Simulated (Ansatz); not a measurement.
# Bands of Cu3Au

```
Cu Au
1.0
     3.74000    0.00000    0.00000
     0.00000    3.74000    0.00000
     0.00000    0.00000    3.74000
Cu Au
3 1
Direct
  0.00000 0.50000 0.50000
  0.50000 0.00000 0.50000
  0.50000 0.50000 0.00000
  0.00000 0.00000 0.00000
```

Atom numbers follow the list: Cu1, Cu2, Cu3, Au4.

The geometry is COD entry 9013496, unchecked; take it as a test cell.

Spin–orbit coupling is left out, though it moves levels of the heavy atoms by tenths of an eV or more.

All numbers below come from Ansatz 0.2.0, DFT, LDA, all-electron LAPW, scalar-relativistic.

The runs use a Γ-centred 9×9×9 k mesh, Fermi–Dirac smearing of 0.08 eV, basis error target 1 meV/atom, no spin polarisation.

Points in fractions of the reciprocal vectors of this cell: Γ (0, 0, 0), X (0, 0.5, 0), M (0.5, 0.5, 0), R (0.5, 0.5, 0.5). The path runs Γ–X–M–Γ–R–X–R–M. Energies are in eV from the Fermi level; (×n) counts levels within 4 meV of each other, which need not be degenerate by symmetry.

Problem. List the levels at R between -20 and 10 eV.

Solution. -6.51 (×3), -5.42, -4.43 (×2), -3.23 (×3), -2.94 (×3), -1.66 (×3), -1.63 (×2), -1.59 (×3), -1.11, -1.09 (×3), 2.47, 4.11 (×3).

Problem. List the levels at Γ between -20 and 10 eV.

Solution. -9.76, -6.44 (×2), -5.61 (×3), -4.62, -3.16 (×3), -2.27 (×2), -1.67, -1.63 (×2), -1.53 (×3), -1.37 (×3), 1.20 (×3), 6.01, 7.51 (×2).

Problem. List the levels at X between -20 and 10 eV.

Solution. -7.61, -6.45, -5.87, -5.30, -5.17 (×2), -3.89, -3.85, -3.55, -3.39 (×2), -2.64, -2.51 (×2), -2.35 (×2), -2.31, -2.25, -1.99, -1.94, -1.53, -1.38, 5.78 (×2), 6.56 (×2), 6.91, 7.73, 7.78, 9.70.

Problem. What is the band gap?

Solution. none: bands cross the Fermi level, a metal.
